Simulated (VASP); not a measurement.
# BN (F-43m) in VASP: a series of runs

The runs below take BN through single point, with PBE+D3(BJ).

All numbers are computed with VASP 6.6.1; they aren't measurements. Logs are shortened: lines on timing, memory, paths and dates and some standing lists are left out, and cuts for length are marked.

**Experimental background.**

From a printed reference work, monograph, for a bulk crystal of BN at 300 K: band gap 6.4 eV (indirect).

The results are compared with them further down.

## (1) The cell of the first run

Symmetry: F-43m, No. 216, cubic system. The conventional cell has a = 3.607 Å, b = 3.607 Å, c = 3.607 Å, α = 90.00°, β = 90.00°, γ = 90.00°. Within 2.1 Å of B (site symmetry -43m) lie 4 N at 1.56 Å. Within 2.1 Å of N (site symmetry -43m) lie 4 B at 1.56 Å.

## (2) Single point, PBE+D3(BJ)

Contents of INCAR:

```
SYSTEM = BN
ALGO = Normal ; EDIFF = 1E-6
ENCUT = 600 ; GGA = PE
GGA_COMPAT = .False. ; ISIF = 2
ISMEAR = 0 ; IVDW = 12
LASPH = .True. ; LCHARG = .True.
LELF = .True. ; LREAL = .False.
LVHAR = .True. ; LWAVE = .False.
NBANDS = 11 ; NELM = 120
PREC = Accurate ; SIGMA = 0.01
```

Contents of KPOINTS:

```
k-points
0
Gamma
  8 8 8
  0 0 0
```

Contents of POSCAR:

```
BN
1.0
    0.0000000000      1.8032570691      1.8032570691
    1.8032570691      0.0000000000      1.8032570691
    1.8032570691      1.8032570691      0.0000000000
B N
1 1
Direct
    0.0000000000      0.0000000000      0.0000000000
    0.2500000000      0.2500000000      0.2500000000
```

Potentials or basis: VASP PAW PBE potentials, release 64 (B, N).

Command:

```
cat potpaw_PBE.64/B/POTCAR potpaw_PBE.64/N/POTCAR > POTCAR
mpirun -np 1 vasp_std > vasp.out
```

OUTCAR:

```text
SYSTEM = BN
   EDIFF = 1E-6
   ENCUT = 600
   GGA = PE
   ISIF = 2
   ISMEAR = 0
   IVDW = 12
   LASPH = .True.
   LREAL = .False.
   NELM = 120
   PREC = Accurate
 IVDW          = 12

 ion  position               nearest neighbor table
   1  0.000  0.000  0.000-   2 1.56   2 1.56   2 1.56   2 1.56
   2  0.250  0.250  0.250-   1 1.56   1 1.56   1 1.56   1 1.56

  LATTYP: Found a face centered cubic cell.
 ALAT       =     3.6065141382

  Lattice vectors:

 A1 = (   0.0000000000,   1.8032570691,   1.8032570691)
 A2 = (   1.8032570691,   0.0000000000,   1.8032570691)
 A3 = (   1.8032570691,   1.8032570691,   0.0000000000)

Analysis of symmetry for initial positions (statically):
=====================================================================
 Subroutine PRICEL returns:
 Original cell was already a primitive cell.

 Routine SETGRP: Setting up the symmetry group for a
 face centered cubic supercell.

 Subroutine GETGRP returns: Found 24 space group operations
 (whereof 24 operations were pure point group operations)
 out of a pool of 48 trial point group operations.

The static configuration has the point symmetry T_d .

Analysis of symmetry for dynamics (positions and initial velocities):
=====================================================================
 Subroutine PRICEL returns:
 Original cell was already a primitive cell.

 Routine SETGRP: Setting up the symmetry group for a
 face centered cubic supercell.

 Subroutine GETGRP returns: Found 24 space group operations
 (whereof 24 operations were pure point group operations)
 out of a pool of 48 trial point group operations.

The dynamic configuration has the point symmetry T_d .

 Subroutine INISYM returns: Found 24 space group operations
 (whereof 24 operations are pure point group operations),
 and found     1 'primitive' translations

----------------------------------------------------------------------------------------

                                     Primitive cell

  volume of cell :      11.7274

  direct lattice vectors                    reciprocal lattice vectors
     0.000000000  1.803257069  1.803257069    -0.277276052  0.277276052  0.277276052
     1.803257069  0.000000000  1.803257069     0.277276052 -0.277276052  0.277276052
     1.803257069  1.803257069  0.000000000     0.277276052  0.277276052 -0.277276052

  length of vectors
     2.550190604  2.550190604  2.550190604     0.480256209  0.480256209  0.480256209

  position of ions in fractional coordinates (direct lattice)
     0.000000000  0.000000000  0.000000000
     0.250000000  0.250000000  0.250000000

  ion indices of the primitive-cell ions
   primitive index   ion index
                 1           1
                 2           2

----------------------------------------------------------------------------------------

 KPOINTS: k-points

Automatic generation of k-mesh.
 Grid dimensions read from file:
 generate k-points for:    8    8    8

 Generating k-lattice:

  Cartesian coordinates                     Fractional coordinates (reciprocal lattice)
    -0.034659506  0.034659506  0.034659506     0.125000000  0.000000000  0.000000000
     0.034659506 -0.034659506  0.034659506     0.000000000  0.125000000  0.000000000
     0.034659506  0.034659506 -0.034659506     0.000000000  0.000000000  0.125000000

  Length of vectors
     0.060032026  0.060032026  0.060032026

  Shift w.r.t. Gamma in fractional coordinates (k-lattice)
     0.000000000  0.000000000  0.000000000

 Subroutine IBZKPT returns following result:
 ===========================================

 Found     29 irreducible k-points:

 Following reciprocal coordinates:
            Coordinates               Weight
  0.000000  0.000000  0.000000      1.000000
  0.125000  0.000000  0.000000      8.000000
  0.250000  0.000000  0.000000      8.000000
  0.375000  0.000000  0.000000      8.000000
  0.500000  0.000000  0.000000      4.000000
  0.125000  0.125000  0.000000      6.000000
[... 16 lines left out ...]
  0.500000  0.250000  0.125000     48.000000
 -0.375000  0.250000  0.125000     24.000000
 [... further k-points ...]
   k-points           NKPTS =     29   k-points in BZ     NKDIM =     29   number of bands    NBANDS=     11
   number of dos      NEDOS =    301   number of ions     NIONS =      2
   total plane-waves  NPLWV =   8000
   dimension x,y,z NGX =    20 NGY =   20 NGZ =   20
   dimension x,y,z NGXF=    40 NGYF=   40 NGZF=   40
   ions per type =               1   1
   NGX,Y,Z   is equivalent  to a cutoff of  13.04, 13.04, 13.04 a.u.
   NGXF,Y,Z  is equivalent  to a cutoff of  26.08, 26.08, 26.08 a.u.
 SYSTEM =  BN
   PREC   = accura    normal or accurate (medium, high low for compatibility)
   ISTART =      0    job   : 0-new  1-cont  2-samecut
   ICHARG =      2    charge: 1-file 2-atom 10-const
   ISPIN  =      1    spin polarized calculation?
   LNONCOLLINEAR =      F non collinear calculations
   LSORBIT =      F    spin-orbit coupling
   LASPH  =      T    aspherical Exc in radial PAW
   ENCUT  =  600.0 eV  44.10 Ry    6.64 a.u.   5.09  5.09  5.09*2*pi/ulx,y,z
   NELM   =    120;   NELMIN=  2; NELMDL= -5     # of ELM steps
   EDIFF  = 0.1E-05   stopping-criterion for ELM
   LREAL  =      F    real-space projection
   EDIFFG = 0.1E-04   stopping-criterion for IOM
   NSW    =      0    number of steps for IOM
   IBRION =     -1    ionic relax: 0-MD 1-quasi-New 2-CG
   NFREE  =      0    steps in history (QN), initial steepest desc. (CG)
   ISIF   =      2    stress and relaxation
   ISYM   =      2    0-nonsym 1-usesym 2-fastsym
   POTIM  = 0.5000    time-step for ionic-motion
   TEBEG  =    0.0;   TEEND  =   0.0 temperature during run
   PSTRESS=    0.0 pullay stress
   NELECT =       8.0000    total number of electrons
   NUPDOWN=      -1.0000    fix difference up-down
   EMIN   =  10.00;   EMAX   =-10.00  energy-range for DOS
   EFERMI =   0.00;   METHOD = LEGACY
   ISMEAR =     0;   SIGMA  =   0.01  broadening in eV -4-tet -1-fermi 0-gaus
   EFERMI_NEDOS =   21; number of points for ismear=-14 and -15
   IALGO  =     38    algorithm
   IMIX   =      4    mixing-type and parameters
     AMIX     =   0.40;   BMIX     =  1.00
     AMIX_MAG =   1.60;   BMIX_MAG =  1.00
  volume/ion in A,a.u.               =       5.86        39.57
  Fermi-wavevector in a.u.,A,eV,Ry     =   1.441132  2.723345 28.257427  2.076862
  Thomas-Fermi vector in A             =   2.559799
   LORBIT       =      0    0 simple, 1 ext, 2 COOP (PROOUT), +10 PAW based schemes
   GGA     = PE    functional components
   LHFCALC =     F    Hartree Fock is set to
   AEXX    =    0.0000 exact exchange contribution
   IVDW    =    12    specifies the selected vdW correction
   LEPSILON=     F    determine dielectric tensor
   LRPA    =     F    only Hartree local field effects (RPA)
 non-spin polarized calculation
 Gauss-broadening in eV      SIGMA  =   0.01
  energy-cutoff  :      600.00
  volume of cell :       11.73
 maximum number of plane-waves:       399
   NGX = 11   NGY = 11   NGZ = 11

 number of electron       7.9999999 magnetization

 Free energy of the ion-electron system (eV)
  ---------------------------------------------------
  ext. energy  EPLUGINS =         0.00000000
  ---------------------------------------------------
  free energy    TOTEN  =       -17.45065078 eV

  energy without entropy =      -17.45065078  energy(sigma->0) =      -17.45065078

 E-fermi :   7.5696     XC(G=0): -12.8570

 val. band max:        7.4901204807   @ k =   0.0000   0.0000   0.0000
 cond. band min:      11.9565941171   @ k =   0.5000   0.5000   0.0000
 fundamental gap:      4.4664736363
 Fermi energy:         7.5695671654

 k-point     1 :       0.0000    0.0000    0.0000
  band No.  band energies     occupation
      1     -12.8213      2.00000
      2       7.4901      2.00000
      3       7.4901      2.00000
      4       7.4901      2.00000
      5      16.3432      0.00000
      6      16.3432      0.00000
      7      16.3432      0.00000
      8      17.9549      0.00000
      9      32.3750      0.00000
     10      35.3427      0.00000
     11      35.3427      0.00000

 k-point     2 :       0.1250    0.0000    0.0000
  band No.  band energies     occupation
      1     -12.4403      2.00000
      2       5.6053      2.00000
      3       7.1068      2.00000
      4       7.1068      2.00000
      5      16.7320      0.00000
      6      16.9183      0.00000
      7      16.9183      0.00000
      8      19.1260      0.00000
      9      31.8940      0.00000
     10      32.2088      0.00000
     11      32.2088      0.00000

 k-point     3 :       0.2500    0.0000    0.0000
  band No.  band energies     occupation
      1     -11.3338      2.00000
      2       1.9837      2.00000
      3       6.3538      2.00000
      4       6.3538      2.00000
      5      17.2106      0.00000
      6      17.8722      0.00000
      7      17.8722      0.00000
      8      21.1543      0.00000
      9      31.0284      0.00000
     10      31.1555      0.00000
     11      31.1555      0.00000

 k-point     4 :       0.3750    0.0000    0.0000
  band No.  band energies     occupation
      1      -9.6974      2.00000
      2      -1.4888      2.00000
      3       5.7542      2.00000
      4       5.7542      2.00000
      5      17.5874      0.00000
      6      18.2332      0.00000
      7      18.2332      0.00000
      8      22.4269      0.00000
      9      30.8391      0.00000
     10      32.7040      0.00000
     11      32.7040      0.00000
[... 239 lines left out ...]
 k-point    22 :       0.3750    0.2500    0.1250
  band No.  band energies     occupation
      1     -10.3906      2.00000
      2       1.7615      2.00000
      3       3.5242      2.00000
      4       5.4552      2.00000
      5      16.0967      0.00000
      6      19.4118      0.00000
      7      20.1777      0.00000
      8      20.8853      0.00000
      9      27.0499      0.00000
     10      33.2851      0.00000
     11      34.9592      0.00000

 k-point    23 :       0.5000    0.2500    0.1250
  band No.  band energies     occupation
      1      -8.8615      2.00000
      2      -0.7781      2.00000
      3       2.7090      2.00000
      4       4.5211      2.00000
      5      16.9151      0.00000
      6      18.9175      0.00000
      7      21.3207      0.00000
      8      22.2088      0.00000
      9      27.6681      0.00000
     10      32.8194      0.00000
     11      35.1148      0.00000

 k-point    24 :      -0.3750    0.2500    0.1250
  band No.  band energies     occupation
      1      -7.8632      2.00000
      2      -2.2655      2.00000
      3       2.6382      2.00000
      4       4.0142      2.00000
      5      17.1083      0.00000
      6      18.7362      0.00000
      7      21.9566      0.00000
      8      23.3553      0.00000
      9      27.0241      0.00000
     10      33.4525      0.00000
     11      35.0962      0.00000

 [... further k-points ...]

------------------------ aborting loop because EDIFF is reached ----------------------------------------

 Edisp (eV)   -0.42133

 E8    (eV) :    -0.1245

  FORCE on cell =-STRESS in cart. coord.  units (eV):
  Direction    XX          YY          ZZ          XY          YZ          ZX
  --------------------------------------------------------------------------------------
  -------------------------------------------------------------------------------------
  Total       0.00096     0.00096     0.00096     0.00000    -0.00000    -0.00000
  in kB       0.13060     0.13060     0.13060     0.00000    -0.00000    -0.00000
  external pressure =        0.13 kB  Pullay stress =        0.00 kB

 VOLUME and BASIS-vectors are now :
 -----------------------------------------------------------------------------
  energy-cutoff  :      600.00
  volume of cell :       11.73
      direct lattice vectors                 reciprocal lattice vectors
     0.000000000  1.803257069  1.803257069    -0.277276052  0.277276052  0.277276052
     1.803257069  0.000000000  1.803257069     0.277276052 -0.277276052  0.277276052
     1.803257069  1.803257069  0.000000000     0.277276052  0.277276052 -0.277276052

 POSITION                                       TOTAL-FORCE (eV/Angst)
 -----------------------------------------------------------------------------------
      0.00000      0.00000      0.00000        -0.000000     -0.000000     -0.000000
      0.90163      0.90163      0.90163         0.000000      0.000000      0.000000
 -----------------------------------------------------------------------------------
    total drift:                                0.000000      0.000000      0.000000

  FREE ENERGIE OF THE ION-ELECTRON SYSTEM (eV)
  ---------------------------------------------------
  free  energy   TOTEN  =       -17.8719798532 eV

  energy  without entropy=      -17.8719798532  energy(sigma->0) =      -17.87197985
```

Run time: 7.9 s. Hardware: 1 thread of Intel Xeon 8259CL, shared host; peak memory 0.13 GiB.

What came out:

- Free energy: -17.8720 eV
- Pressure: 0.0 GPa
- Band gap on the k mesh: 4.47 eV, indirect (least direct gap 8.85 eV)
- Dispersion energy per atom: -0.211 eV

## (3) Single point, PBE+D3(BJ)

This run uses another cell than the first one, of 5.68 Å³/atom, 0.968 times its volume.

Contents of INCAR:

```
SYSTEM = BN
PREC     = Accurate       ! precision mode
ENCUT    = 600            ! plane-wave cutoff, eV
EDIFF    = 1E-6           ! SCF threshold, eV
ISMEAR   = 0              ! smearing method
SIGMA    = 0.01           ! smearing width, eV
LREAL    = .False.        ! projectors in reciprocal space
LASPH    = .True.         ! aspherical terms in the spheres
NELM     = 120            ! most SCF steps
ALGO     = Normal         ! electronic algorithm
ISIF     = 2              ! what is computed and relaxed
LWAVE    = .False.        ! write WAVECAR
LCHARG   = .False.        ! write CHGCAR
GGA      = PE             ! functional
IVDW     = 12             ! dispersion correction
NBANDS   = 11             ! bands
GGA_COMPAT= .False.
```

Contents of KPOINTS:

```
regular mesh
0
Gamma
  8 8 8
  0 0 0
```

Contents of POSCAR:

```
BN
1.0
    0.0000000000      1.7840428040      1.7840428040
    1.7840428040      0.0000000000      1.7840428040
    1.7840428040      1.7840428040      0.0000000000
B N
1 1
Direct
    0.0000000000      0.0000000000      0.0000000000
    0.2500000000      0.2500000000      0.2500000000
```

Potentials or basis: VASP PAW PBE potentials, release 64 (B, N).

Command:

```
cat potpaw_PBE.64/B/POTCAR potpaw_PBE.64/N/POTCAR > POTCAR
mpirun -np 1 vasp_std > vasp.out
```

OUTCAR:

```text
SYSTEM = BN
   PREC = Accurate
   ENCUT = 600
   EDIFF = 1E-6
   ISMEAR = 0
   LREAL = .False.
   LASPH = .True.
   NELM = 120
   ISIF = 2
   GGA = PE
   IVDW = 12
 IVDW          = 12

 ion  position               nearest neighbor table
   1  0.000  0.000  0.000-   2 1.55   2 1.55   2 1.55   2 1.55
   2  0.250  0.250  0.250-   1 1.55   1 1.55   1 1.55   1 1.55

  LATTYP: Found a face centered cubic cell.
 ALAT       =     3.5680856080

  Lattice vectors:

 A1 = (   0.0000000000,   1.7840428040,   1.7840428040)
 A2 = (   1.7840428040,   0.0000000000,   1.7840428040)
 A3 = (   1.7840428040,   1.7840428040,   0.0000000000)

Analysis of symmetry for initial positions (statically):
=====================================================================
 Subroutine PRICEL returns:
 Original cell was already a primitive cell.

 Routine SETGRP: Setting up the symmetry group for a
 face centered cubic supercell.

 Subroutine GETGRP returns: Found 24 space group operations
 (whereof 24 operations were pure point group operations)
 out of a pool of 48 trial point group operations.

[... 171 lines left out ...]
      1     -12.7901      2.00000
      2       7.8938      2.00000
      3       7.8938      2.00000
      4       7.8938      2.00000
      5      16.9002      0.00000
      6      16.9002      0.00000
      7      16.9002      0.00000
      8      18.8885      0.00000
      9      33.3904      0.00000
     10      36.1438      0.00000
     11      36.1438      0.00000
[... 309 lines left out ...]
 k-point    24 :      -0.3750    0.2500    0.1250
  band No.  band energies     occupation
      1      -7.6512      2.00000
      2      -2.1382      2.00000
      3       2.9200      2.00000
      4       4.2995      2.00000
      5      17.6405      0.00000
      6      19.4504      0.00000
      7      22.7963      0.00000
      8      24.1841      0.00000
      9      27.7671      0.00000
     10      34.4135      0.00000
     11      36.0609      0.00000

 [... further k-points ...]

------------------------ aborting loop because EDIFF is reached ----------------------------------------

 Edisp (eV)   -0.43511

 E8    (eV) :    -0.1285

  FORCE on cell =-STRESS in cart. coord.  units (eV):
  Direction    XX          YY          ZZ          XY          YZ          ZX
  --------------------------------------------------------------------------------------
  -------------------------------------------------------------------------------------
  Total       0.92797     0.92797     0.92797     0.00000     0.00000     0.00000
  in kB     130.91745   130.91745   130.91745     0.00000     0.00000     0.00000
  external pressure =      130.92 kB  Pullay stress =        0.00 kB

 VOLUME and BASIS-vectors are now :
 -----------------------------------------------------------------------------
  energy-cutoff  :      600.00
  volume of cell :       11.36
      direct lattice vectors                 reciprocal lattice vectors
     0.000000000  1.784042804  1.784042804    -0.280262334  0.280262334  0.280262334
     1.784042804  0.000000000  1.784042804     0.280262334 -0.280262334  0.280262334
     1.784042804  1.784042804  0.000000000     0.280262334  0.280262334 -0.280262334

 POSITION                                       TOTAL-FORCE (eV/Angst)
 -----------------------------------------------------------------------------------
      0.00000      0.00000      0.00000         0.000000     -0.000000     -0.000000
      0.89202      0.89202      0.89202        -0.000000      0.000000      0.000000
 -----------------------------------------------------------------------------------
    total drift:                                0.000000      0.000000      0.000000

  FREE ENERGIE OF THE ION-ELECTRON SYSTEM (eV)
  ---------------------------------------------------
  free  energy   TOTEN  =       -17.8559541819 eV

  energy  without entropy=      -17.8559541819  energy(sigma->0) =      -17.85595418
```

It took 7.6 s on 1 thread of Intel Xeon 8259CL, shared host; peak memory 0.13 GiB.

Results:

* Free energy: -17.8560 eV
* Pressure: 13.1 GPa
* Band gap on the k mesh: 4.50 eV, indirect (least direct gap 9.01 eV)
* Dispersion energy per atom: -0.218 eV

## (4) How close it comes

Step 2. Measured gap of BN: 6.4 eV (indirect; 300 K; a printed reference work, monograph). This calculation gives 4.47 eV (-1.93 eV). The value is that of PBE+D3(BJ) on a finite k mesh, which can miss the band edges, without temperature or zero-point motion. Semilocal functionals fall short of measured gaps as a rule.
